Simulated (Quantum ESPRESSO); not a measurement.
# CaO (Fm-3m) in Quantum ESPRESSO: settings compared

Aim: see how the results for CaO move with the level of theory and the settings. Levels: PBEsol, LDA. Tasks: band structure.

Program: Quantum ESPRESSO 7.5. These are calculated values, not measurements. Logs are shortened: lines on timing, memory, paths and dates and some standing lists are left out, and cuts for length are marked.

## 1. The crystal as given

It takes space group Fm-3m (No. 225, cubic). Conventional cell: a = 4.807 Å, b = 4.807 Å, c = 4.807 Å, α = 90.00°, β = 90.00°, γ = 90.00°. Around Ca (site symmetry m-3m) lie 6 O at 2.40 Å. O (site symmetry m-3m) has 6 Ca at 2.40 Å as nearest neighbours.

The cell is a database's computed one.

## 2. Band structure, PBEsol

pw.in reads:

```
&CONTROL
  calculation = 'scf'
  prefix = 'pwscf'
  outdir = './tmp'
  pseudo_dir = './pseudo'
  tprnfor = .true.
  tstress = .true.
  disk_io = 'low'
/
&SYSTEM
  ibrav = 0
  nat = 2
  ntyp = 2
  ecutwfc = 45
  ecutrho = 360
  nbnd = 14
  occupations = 'smearing'
  smearing = 'fd'
  degauss = 0.00367493
/
&ELECTRONS
  conv_thr = 4d-10
  electron_maxstep = 120
  mixing_beta = 0.5
/
ATOMIC_SPECIES
Ca    40.0780 ca_pbesol_v1.uspp.F.UPF
O     15.9990 o_pbesol_v1.2.uspp.F.UPF
CELL_PARAMETERS angstrom
   0.0000000000    2.4035556960    2.4035556960
   2.4035556960    0.0000000000    2.4035556960
   2.4035556960    2.4035556960    0.0000000000
ATOMIC_POSITIONS angstrom
Ca     0.0000000000    0.0000000000    0.0000000000
O      2.4035556960    2.4035556960    2.4035556960
K_POINTS automatic
10 10 10 0 0 0
```

bands.in reads:

```
&CONTROL
  calculation = 'bands'
  prefix = 'pwscf'
  outdir = './tmp'
  pseudo_dir = './pseudo'
  disk_io = 'low'
  verbosity = 'high'
/
&SYSTEM
  ibrav = 0
  nat = 2
  ntyp = 2
  ecutwfc = 45
  ecutrho = 360
  nbnd = 14
  occupations = 'smearing'
  smearing = 'fd'
  degauss = 0.00367493
/
&ELECTRONS
  conv_thr = 1d-08
  electron_maxstep = 120
  mixing_beta = 0.5
  diago_full_acc = .true.
/
ATOMIC_SPECIES
Ca    40.0780 ca_pbesol_v1.uspp.F.UPF
O     15.9990 o_pbesol_v1.2.uspp.F.UPF
CELL_PARAMETERS angstrom
   0.0000000000    2.4035556960    2.4035556960
   2.4035556960    0.0000000000    2.4035556960
   2.4035556960    2.4035556960    0.0000000000
ATOMIC_POSITIONS angstrom
Ca     0.0000000000    0.0000000000    0.0000000000
O      2.4035556960    2.4035556960    2.4035556960
K_POINTS crystal
60
 0.0000000000  0.0000000000  0.0000000000 1
 0.0625000000  0.0000000000  0.0625000000 1
 0.1250000000  0.0000000000  0.1250000000 1
 0.1875000000  0.0000000000  0.1875000000 1
 0.2500000000  0.0000000000  0.2500000000 1
 0.3125000000  0.0000000000  0.3125000000 1
 0.3750000000  0.0000000000  0.3750000000 1
 0.4375000000  0.0000000000  0.4375000000 1
 0.5000000000  0.0000000000  0.5000000000 1
 0.5000000000  0.0625000000  0.5625000000 1
 0.5000000000  0.1250000000  0.6250000000 1
 0.5000000000  0.1875000000  0.6875000000 1
 0.5000000000  0.2500000000  0.7500000000 1
 0.4375000000  0.3125000000  0.7500000000 1
 0.3750000000  0.3750000000  0.7500000000 1
 0.3375000000  0.3375000000  0.6750000000 1
 0.3000000000  0.3000000000  0.6000000000 1
 0.2625000000  0.2625000000  0.5250000000 1
 0.2250000000  0.2250000000  0.4500000000 1
 0.1875000000  0.1875000000  0.3750000000 1
 0.1500000000  0.1500000000  0.3000000000 1
 0.1125000000  0.1125000000  0.2250000000 1
 0.0750000000  0.0750000000  0.1500000000 1
 0.0375000000  0.0375000000  0.0750000000 1
 0.0000000000  0.0000000000  0.0000000000 1
 0.0625000000  0.0625000000  0.0625000000 1
 0.1250000000  0.1250000000  0.1250000000 1
 0.1875000000  0.1875000000  0.1875000000 1
 0.2500000000  0.2500000000  0.2500000000 1
 0.3125000000  0.3125000000  0.3125000000 1
 0.3750000000  0.3750000000  0.3750000000 1
 0.4375000000  0.4375000000  0.4375000000 1
 0.5000000000  0.5000000000  0.5000000000 1
 0.5250000000  0.4500000000  0.5250000000 1
 0.5500000000  0.4000000000  0.5500000000 1
 0.5750000000  0.3500000000  0.5750000000 1
 0.6000000000  0.3000000000  0.6000000000 1
 0.6250000000  0.2500000000  0.6250000000 1
 0.5833333333  0.2500000000  0.6666666667 1
 0.5416666667  0.2500000000  0.7083333333 1
 0.5000000000  0.2500000000  0.7500000000 1
 0.5000000000  0.2857142857  0.7142857143 1
 0.5000000000  0.3214285714  0.6785714286 1
 0.5000000000  0.3571428571  0.6428571429 1
 0.5000000000  0.3928571429  0.6071428571 1
 0.5000000000  0.4285714286  0.5714285714 1
 0.5000000000  0.4642857143  0.5357142857 1
 0.5000000000  0.5000000000  0.5000000000 1
 0.4821428571  0.4821428571  0.5357142857 1
 0.4642857143  0.4642857143  0.5714285714 1
 0.4464285714  0.4464285714  0.6071428571 1
 0.4285714286  0.4285714286  0.6428571429 1
 0.4107142857  0.4107142857  0.6785714286 1
 0.3928571429  0.3928571429  0.7142857143 1
 0.3750000000  0.3750000000  0.7500000000 1
 0.6250000000  0.2500000000  0.6250000000 1
 0.5937500000  0.1875000000  0.5937500000 1
 0.5625000000  0.1250000000  0.5625000000 1
 0.5312500000  0.0625000000  0.5312500000 1
 0.5000000000  0.0000000000  0.5000000000 1
```

Potentials or basis: GBRV 1.5 PBEsol.

Launch:

```sh
OMP_NUM_THREADS=1 pw.x -in pw.in > pw.out
OMP_NUM_THREADS=1 pw.x -in bands.in > bands.out
```

pw.out:

```text
This program is part of the open-source Quantum ESPRESSO suite
     for quantum simulation of materials; please cite
[... 6 lines left out ...]
     using ibrav=0 with symmetry is DISCOURAGED, use correct ibrav instead

     G-vector sticks info
     --------------------
     sticks:   dense  smooth     PW     G-vecs:    dense   smooth      PW
     Sum        1027     511    163                21595     7727    1411

     Using Slab Decomposition

     bravais-lattice index     =            0
     lattice parameter (alat)  =       6.4234  a.u.
     unit-cell volume          =     187.4084 (a.u.)^3
     number of atoms/cell      =            2
     number of atomic types    =            2
     number of electrons       =        16.00
     number of Kohn-Sham states=           14
     kinetic-energy cutoff     =      45.0000  Ry
     charge density cutoff     =     360.0000  Ry
     scf convergence threshold =      4.0E-10
     mixing beta               =       0.5000
     number of iterations used =            8  plain     mixing
     Exchange-correlation= SLA  PW   PSX  PSC
                           (   1   4  10   8   0   0   0)

     celldm(1)=   6.423446  celldm(2)=   0.000000  celldm(3)=   0.000000
     celldm(4)=   0.000000  celldm(5)=   0.000000  celldm(6)=   0.000000

     crystal axes: (cart. coord. in units of alat)
               a(1) = (   0.000000   0.707107   0.707107 )
               a(2) = (   0.707107   0.000000   0.707107 )
               a(3) = (   0.707107   0.707107   0.000000 )

     reciprocal axes: (cart. coord. in units 2 pi/alat)
               b(1) = ( -0.707107  0.707107  0.707107 )
               b(2) = (  0.707107 -0.707107  0.707107 )
               b(3) = (  0.707107  0.707107 -0.707107 )

     PseudoPot. # 1 for Ca read from file:
     ca_pbesol_v1.uspp.F.UPF
     Pseudo is Ultrasoft + core correction, Zval = 10.0
     Generated by new atomic code, or converted to UPF format
     Using radial grid of  845 points,  6 beta functions with:
                l(1) =   0
                l(2) =   0
                l(3) =   1
                l(4) =   1
                l(5) =   2
                l(6) =   2
     Q(r) pseudized with  8 coefficients,  rinner =    1.500   1.500   1.500
                                                       1.500   1.500

     PseudoPot. # 2 for O  read from file:
     o_pbesol_v1.2.uspp.F.UPF
     Pseudo is Ultrasoft + core correction, Zval =  6.0
     Generated by new atomic code, or converted to UPF format
     Using radial grid of  737 points,  5 beta functions with:
                l(1) =   0
                l(2) =   0
                l(3) =   1
                l(4) =   1
                l(5) =   2
     Q(r) pseudized with  8 coefficients,  rinner =    0.900   0.900   0.900
                                                       0.900   0.900

     atomic species   valence    mass     pseudopotential
     Ca               10.00    40.07800     Ca( 1.00)
     O                 6.00    15.99900     O ( 1.00)

     48 Sym. Ops., with inversion, found

   Cartesian axes

     site n.     atom                  positions (alat units)
         1        Ca     tau(   1) = (   0.0000000   0.0000000   0.0000000  )
         2        O      tau(   2) = (   0.7071068   0.7071068   0.7071068  )

     number of k points=    47  Fermi-Dirac smearing, width (Ry)=  0.0037
                       cart. coord. in units 2pi/alat
        k(    1) = (   0.0000000   0.0000000   0.0000000), wk =   0.0020000
        k(    2) = (   0.0707107   0.0707107  -0.0707107), wk =   0.0160000
        k(    3) = (   0.1414214   0.1414214  -0.1414214), wk =   0.0160000
        k(    4) = (   0.2121320   0.2121320  -0.2121320), wk =   0.0160000
        k(    5) = (   0.2828427   0.2828427  -0.2828427), wk =   0.0160000
        k(    6) = (  -0.3535534  -0.3535534   0.3535534), wk =   0.0080000
[... 39 lines left out ...]
        k(   46) = (  -0.0707107  -0.3535534   0.6363961), wk =   0.0480000
        k(   47) = (  -0.7071068   0.2828427   0.0000000), wk =   0.0240000

     Dense  grid:    21595 G-vectors     FFT dimensions: (  40,  40,  40)

     Smooth grid:     7727 G-vectors     FFT dimensions: (  27,  27,  27)

     Check: negative core charge=   -0.000002

     Initial potential from superposition of free atoms

     starting charge      15.9948, renormalised to      16.0000
     Starting wfcs are   14 randomized atomic wfcs

     Self-consistent Calculation

     iteration #  1     ecut=    45.00 Ry     beta= 0.50
     Davidson diagonalization with overlap
     ethr =  1.00E-02,  avg # of iterations =  2.9

     total energy              =    -107.20210551 Ry
     estimated scf accuracy    <       0.44986484 Ry

     iteration #  2     ecut=    45.00 Ry     beta= 0.50
     Davidson diagonalization with overlap
     ethr =  2.81E-03,  avg # of iterations =  2.1

     total energy              =    -107.31045376 Ry
     estimated scf accuracy    <       0.33167156 Ry

     iteration #  3     ecut=    45.00 Ry     beta= 0.50
     Davidson diagonalization with overlap
     ethr =  2.07E-03,  avg # of iterations =  2.0
[... 36 lines left out ...]
     total energy              =    -107.37299402 Ry
     estimated scf accuracy    <          6.2E-09 Ry

     iteration #  9     ecut=    45.00 Ry     beta= 0.50
     Davidson diagonalization with overlap
     ethr =  3.88E-11,  avg # of iterations =  2.1

     total energy              =    -107.37299402 Ry
     estimated scf accuracy    <          6.8E-09 Ry

     iteration # 10     ecut=    45.00 Ry     beta= 0.50
     Davidson diagonalization with overlap
     ethr =  3.88E-11,  avg # of iterations =  1.9

     End of self-consistent calculation

          k = 0.0000 0.0000 0.0000 (   941 PWs)   bands (ev):

   -29.7711 -10.6129 -10.6129 -10.6129  -7.7719   7.6205   7.6205   7.6205
    12.2130  13.8343  13.8343  13.8343  15.3690  15.3690

          k = 0.0707 0.0707-0.0707 (   944 PWs)   bands (ev):

   -29.7611 -10.7586 -10.6182 -10.6182  -7.6196   7.2509   7.4807   7.4807
    12.6766  13.7930  14.0076  14.0076  15.6114  15.6114

          k = 0.1414 0.1414-0.1414 (   947 PWs)   bands (ev):

   -29.7347 -11.0875 -10.6319 -10.6319  -7.2724   6.4666   7.1456   7.1456
    13.6381  13.8922  14.4871  14.4871  16.2402  16.2402

          k = 0.2121 0.2121-0.2121 (   947 PWs)   bands (ev):

   -29.7020 -11.4283 -10.6487 -10.6487  -6.9068   5.6853   6.7786   6.7786
    13.9845  14.9197  15.1479  15.1479  17.0410  17.0410
[... 118 lines left out ...]
   -29.6463 -11.2459 -10.8248 -10.8248  -7.4118   6.0974   7.2436   7.2436
    11.3666  15.4162  16.4322  16.9785  16.9785  18.3909

          k =-0.0707-0.6364 0.6364 (   963 PWs)   bands (ev):

   -29.6364 -11.2292 -10.9028 -10.8303  -7.4192   6.2475   7.0305   7.1582
    11.5158  15.7514  16.6918  16.7536  17.0942  19.0286

          k = 0.0000-0.5657 0.5657 (   955 PWs)   bands (ev):

   -29.6339 -11.1623 -11.0920 -10.8043  -7.2599   6.3554   6.5315   6.9525
    12.2182  15.9819  16.0966  16.8984  17.1529  20.1064

          k =-0.7071 0.0000 0.0000 (   982 PWs)   bands (ev):

   -29.6334 -11.2332 -10.8471 -10.8471  -7.5281   6.2985   7.2421   7.2421
    11.1820  15.6854  16.5616  17.2251  17.2251  18.7183

          k = 0.2828 0.1414 0.0000 (   956 PWs)   bands (ev):

   -29.7141 -11.1771 -10.7218 -10.6513  -7.1547   6.0288   7.0157   7.2479
    13.0775  14.1035  14.9944  15.3706  16.1636  17.2101

          k = 0.3536 0.2121-0.0707 (   956 PWs)   bands (ev):

   -29.6857 -11.3852 -10.7731 -10.6700  -6.9488   5.6703   6.6941   6.9695
    13.2765  14.8680  15.4913  15.8977  16.9439  17.8679

          k =-0.2828-0.4243 0.5657 (   953 PWs)   bands (ev):

   -29.6626 -11.5448 -10.7962 -10.6979  -6.7984   5.4315   6.4901   6.6754
    13.8201  15.0803  16.0306  16.3678  17.7131  18.5339

          k =-0.2121-0.3536 0.4950 (   960 PWs)   bands (ev):

   -29.6537 -11.6037 -10.8004 -10.7124  -6.7441   5.3454   6.4612   6.5189
    14.4579  14.6367  16.2489  16.7000  17.9576  18.9621
[... 28 lines left out ...]
   -29.6447 -11.2650 -10.8611 -10.8471  -7.2771   6.0837   6.9239   7.0491
    11.9119  15.5696  16.3837  16.8543  16.9509  18.9355

          k =-0.0707-0.4950 0.6364 (   958 PWs)   bands (ev):

   -29.6358 -11.2211 -11.0011 -10.8509  -7.2026   6.2448   6.5701   6.8626
    12.4922  15.4855  16.1069  17.0377  17.3032  20.0104

          k = 0.0000-0.4243 0.5657 (   964 PWs)   bands (ev):

   -29.6367 -11.2539 -11.0704 -10.8071  -7.0574   6.0651   6.4672   6.6779
    13.4101  14.7559  16.2146  16.8051  17.6750  21.2406

          k =-0.7071 0.1414 0.0000 (   962 PWs)   bands (ev):

   -29.6330 -11.1971 -10.9225 -10.8848  -7.3871   6.3271   6.9044   7.0376
    11.7447  15.8706  16.2893  16.9103  17.2272  19.5641

          k =-0.1414-0.4243 0.7071 (   952 PWs)   bands (ev):

   -29.6408 -11.2994 -10.9554 -10.8453  -7.0625   5.9967   6.5720   6.7087
    13.2145  14.8217  16.1294  16.8785  17.5987  20.0167

          k =-0.0707-0.3536 0.6364 (   952 PWs)   bands (ev):

   -29.6355 -11.2382 -11.0079 -10.8906  -7.0713   6.1180   6.5329   6.6002
    13.9696  13.9835  16.1516  17.0401  17.6958  21.2626

          k =-0.7071 0.2828 0.0000 (   952 PWs)   bands (ev):

   -29.6324 -11.1019 -11.0345 -10.9827  -7.1656   6.4042   6.4399   6.6858
    13.0880  14.7233  16.0241  17.2306  17.5489  21.3101

     the Fermi energy is     8.7898 ev

!    total energy              =    -107.37299403 Ry
     estimated scf accuracy    <          1.1E-11 Ry
     smearing contrib. (-TS)   =      -0.00000000 Ry
     internal energy E=F+TS    =    -107.37299403 Ry

     The total energy is F=E-TS. E is the sum of the following terms:
     one-electron contribution =     -25.96760927 Ry
     hartree contribution      =      20.76979219 Ry
     xc contribution           =     -19.13919133 Ry
     ewald contribution        =     -83.03598562 Ry

     convergence has been achieved in  10 iterations

     Forces acting on atoms (cartesian axes, Ry/au):

     atom    1 type  1   force =     0.00000000    0.00000000   -0.00000000
     atom    2 type  2   force =    -0.00000000   -0.00000000    0.00000000

     Total force =     0.000000     Total SCF correction =     0.000000

     Computing stress (Cartesian axis) and pressure

          total   stress  (Ry/bohr**3)                   (kbar)     P=      -27.19
  -0.00018485  -0.00000000  -0.00000000          -27.19       -0.00       -0.00
  -0.00000000  -0.00018485  -0.00000000           -0.00      -27.19       -0.00
  -0.00000000  -0.00000000  -0.00018485           -0.00       -0.00      -27.19

=------------------------------------------------------------------------------=
   JOB DONE.
=------------------------------------------------------------------------------=
```

It took 34 s on 1 thread of Arm Neoverse N1, shared host; peak memory 0.13 GiB.

What came out:

```yaml
Free_energy: -1460.8840 eV
Pressure: -2.7 GPa
Band_gap_on_the_k_mesh: 3.56 eV, indirect (least direct gap 3.94 eV)
Band_gap_along_the_path: 3.56 eV, indirect (least direct gap 3.94 eV)
```

Levels at the corners of the path, in eV from the valence-band top:
```
point  band 6  band 7  band 8  band 9  band 10  band 11
    Γ    0.00    0.00    0.00    4.59     6.21     6.21
    X   -1.32   -0.38   -0.38    3.56     8.07     8.94
    W   -1.30   -1.08   -1.08    6.27     6.27     8.42
    K   -1.36   -1.23   -0.79    5.08     7.98     8.60
    Γ    0.00    0.00    0.00    4.59     6.21     6.21
    L   -2.68   -1.21   -1.21    7.03     8.34     8.39
    U   -1.36   -1.23   -0.79    5.08     7.98     8.60
    W   -1.30   -1.08   -1.08    6.27     6.27     8.42
    L   -2.68   -1.21   -1.21    7.03     8.34     8.39
    K   -1.36   -1.23   -0.79    5.08     7.98     8.60
    U   -1.36   -1.23   -0.79    5.08     7.98     8.60
    X   -1.32   -0.38   -0.38    3.56     8.07     8.94
```

## 3. Band structure, LDA

Edit pw.in of step 2 so:

```diff
@@ -13,4 +13,4 @@
   ntyp = 2
-  ecutwfc = 45
-  ecutrho = 360
+  ecutwfc = 36
+  ecutrho = 216
   nbnd = 14
@@ -26,4 +26,4 @@
 ATOMIC_SPECIES
-Ca    40.0780 ca_pbesol_v1.uspp.F.UPF
-O     15.9990 o_pbesol_v1.2.uspp.F.UPF
+Ca    40.0780 Ca.LDA_PW-JTH.UPF
+O     15.9990 O.LDA_PW-JTH.UPF
 CELL_PARAMETERS angstrom
@@ -32,5 +32,5 @@
    2.4035556960    2.4035556960    0.0000000000
-ATOMIC_POSITIONS angstrom
+ATOMIC_POSITIONS crystal
 Ca     0.0000000000    0.0000000000    0.0000000000
-O      2.4035556960    2.4035556960    2.4035556960
+O      0.5000000000    0.5000000000    0.5000000000
 K_POINTS automatic
```

Edit bands.in of step 2 so:

```diff
@@ -12,4 +12,4 @@
   ntyp = 2
-  ecutwfc = 45
-  ecutrho = 360
+  ecutwfc = 36
+  ecutrho = 216
   nbnd = 14
@@ -26,4 +26,4 @@
 ATOMIC_SPECIES
-Ca    40.0780 ca_pbesol_v1.uspp.F.UPF
-O     15.9990 o_pbesol_v1.2.uspp.F.UPF
+Ca    40.0780 Ca.LDA_PW-JTH.UPF
+O     15.9990 O.LDA_PW-JTH.UPF
 CELL_PARAMETERS angstrom
@@ -32,5 +32,5 @@
    2.4035556960    2.4035556960    0.0000000000
-ATOMIC_POSITIONS angstrom
+ATOMIC_POSITIONS crystal
 Ca     0.0000000000    0.0000000000    0.0000000000
-O      2.4035556960    2.4035556960    2.4035556960
+O      0.5000000000    0.5000000000    0.5000000000
 K_POINTS crystal
```

Potentials or basis: JTH 2.0 LDA.

Launch:

```sh
OMP_NUM_THREADS=1 pw.x -in pw.in > pw.out
OMP_NUM_THREADS=1 pw.x -in bands.in > bands.out
```

Run time: 21 s. Hardware: 1 thread of Arm Neoverse N1, shared host; peak memory 0.09 GiB.

Results (log left out):

- Free energy: -2329.7693 eV
- Band gap on the k mesh: 3.48 eV, indirect (least direct gap 3.86 eV)
- Band gap along the path: 3.48 eV, indirect (least direct gap 3.86 eV)

Levels at the corners of the path, in eV from the valence-band top:
| point | band 4 | band 5 | band 6 | band 7 | band 8 | band 9 | band 10 | band 11 | band 12 | band 13 |
| --- | --- | --- | --- | --- | --- | --- | --- | --- | --- | --- |
| Γ | -18.14 | -15.21 | 0.00 | 0.00 | 0.00 | 4.56 | 6.13 | 6.13 | 6.13 | 7.68 |
| X | -18.38 | -14.97 | -1.31 | -0.38 | -0.38 | 3.48 | 8.02 | 8.89 | 9.55 | 9.55 |
| W | -18.58 | -14.56 | -1.31 | -1.07 | -1.07 | 6.21 | 6.21 | 8.38 | 9.56 | 9.98 |
| K | -18.31 | -14.58 | -1.37 | -1.22 | -0.79 | 5.01 | 7.92 | 8.56 | 9.04 | 9.74 |
| Γ | -18.14 | -15.21 | 0.00 | 0.00 | 0.00 | 4.56 | 6.13 | 6.13 | 6.13 | 7.68 |
| L | -18.19 | -13.98 | -2.70 | -1.22 | -1.22 | 6.97 | 8.30 | 8.32 | 8.32 | 10.44 |
| U | -18.31 | -14.58 | -1.37 | -1.22 | -0.79 | 5.01 | 7.92 | 8.56 | 9.04 | 9.74 |
| W | -18.58 | -14.56 | -1.31 | -1.07 | -1.07 | 6.21 | 6.21 | 8.38 | 9.56 | 9.98 |
| L | -18.19 | -13.98 | -2.70 | -1.22 | -1.22 | 6.97 | 8.30 | 8.32 | 8.32 | 10.44 |
| K | -18.31 | -14.58 | -1.37 | -1.22 | -0.79 | 5.01 | 7.92 | 8.56 | 9.04 | 9.74 |
| U | -18.31 | -14.58 | -1.37 | -1.22 | -0.79 | 5.01 | 7.92 | 8.56 | 9.04 | 9.74 |
| X | -18.38 | -14.97 | -1.31 | -0.38 | -0.38 | 3.48 | 8.02 | 8.89 | 9.55 | 9.55 |

Caveat: the cutoff is too short for stress, so the log's stress isn't used; the cutoff is low for these files, which shifts pressure and relaxed volume.
